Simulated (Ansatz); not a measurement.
# AlN: the cost of one run

Method: DFT LDA, scalar-relativistic, plane waves, PAW, in Ansatz 0.2.0.

37 further runs of the same task are left out: 37 set aside as unsound or not needed.

**1. Starting point**

It takes space group P6_3mc (No. 186, hexagonal). Conventional cell: a = 3.089 Å, b = 3.089 Å, c = 4.944 Å, α = 90.00°, β = 90.00°, γ = 120.00°. Around Al (site symmetry 3m) lie 4 N at 1.88 to 1.89 Å. N (site symmetry 3m) has 4 Al at 1.88 to 1.89 Å as nearest neighbours.

As a file:

```cif
data_structure
_symmetry_space_group_name_H-M 'P 1'
_symmetry_Int_Tables_number 1
_cell_length_a 3.0887
_cell_length_b 3.0887
_cell_length_c 4.9438
_cell_angle_alpha 90.000
_cell_angle_beta 90.000
_cell_angle_gamma 120.000
_cell_volume 40.85
loop_
_atom_site_label
_atom_site_type_symbol
_atom_site_fract_x
_atom_site_fract_y
_atom_site_fract_z
_atom_site_occupancy
Al1 Al 0.33333 0.66667 0.00152 1
Al2 Al 0.66667 0.33333 0.50152 1
N1 N 0.33333 0.66667 0.38348 1
N2 N 0.66667 0.33333 0.88348 1
```

It is the result of an earlier relaxation at this level (volume 10.21 Å³/atom; gap on the mesh: 4.42 eV).

**2. What is varied**

The energy is mapped over a normal mode and a strain (zone-centre modes of the cell shown) (x along [1 0 0], y along [1 2 0], z along [0 0 1] of the conventional cell).

First coordinate, amplitude of mode 5 (240 cm⁻¹), largest displacement in the unstrained cell: 11 values from −0.086 Å. Second coordinate, equal normal strain along x, y and z: 7 values from −2.50 %.

Nothing else is relaxed (the pattern is fixed in fractional coordinates). Energies count from the relaxed high-symmetry cell. Points are written as (first, second).

The modes come from a phonon run on the reference cell, made beforehand.

The patterns, per unit of each coordinate (Å):

```tsv
atom	x1	y1	z1
Al1	0.000	1.000	0.000
Al2	0.000	-1.000	0.000
N3	0.000	-0.892	0.000
N4	0.000	0.892	0.000
```

**3. Point (0.017 Å, −2.50 %)**

input.yaml reads:

```yaml
crystal:
  lattice:
    - [3.0115238416, 0.0, 0.0]
    - [-1.5057619208, 2.6080561509, 0.0]
    - [0.0, 0.0, 4.8201746025]
  atoms:
    - { symbol: Al, position: [0.3365483715, 0.6730967429, 0.0015212672] }
    - { symbol: Al, position: [0.6634516285, 0.3269032571, 0.5015212672] }
    - { symbol: "N", position: [0.3304644511, 0.6609289023, 0.3834787328] }
    - { symbol: "N", position: [0.6695355489, 0.3390710977, 0.8834787328] }
basis:
  ecutwfc: 520.0
kpoints:
  mp_grid: { grid: [9, 9, 6] }
hamiltonian:
  xc: lda
scf:
  occupations: { method: gaussian, width: 0.05 }
output:
  forces: true
  stress: true
  eigenvalues: true
```

Started as:

```
ansatz run input.yaml --threads 1 --pin off --max-ram 2048MiB --backend cpu --events-out ev --progress --plain --runs-dir out
```

What time and memory should one allow on 1 thread of Intel Xeon 6975P-C (Granite Rapids), shared host?

About 2.3 s, with a peak of 0.38 GiB.
